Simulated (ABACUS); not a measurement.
The system is Pd.

```xyz
1
Lattice="0.0000 1.9465 1.9465 1.9465 0.0000 1.9465 1.9465 1.9465 0.0000" Properties=species:S:1:pos:R:3 pbc="T T T"
Pd    0.0000    0.0000    0.0000
```

Base run:

```yaml
Program: ABACUS 3.10.1
Functional: SCAN
Potentials_or_basis: SG15 ONCV 1.2 PBE
Cutoff: 1361 eV
Density_cutoff: 5442 eV
Basis: DZP LCAO (the cutoffs set its grid)
k_mesh: 9 × 9 × 9
Occupations: fermi-dirac, width 0.05 eV
Spin: no spin polarisation
```

Its results: band gap on the k mesh none (metal or under the smearing width); pressure -10.6 GPa.

Question: The run is repeated on the same cell with these changes: functional from SCAN to r2SCAN. What comes out?

Answer: Band gap on the k mesh none (metal or under the smearing width); pressure -8.8 GPa.

Caveats: the atomic orbitals were generated for these runs and aren't a published set; the potentials were made for another functional, which shifts forces and pressure; the basis of atomic orbitals isn't converged, which shifts pressures, moduli and gaps.

Not every run made on this cell is shown here.
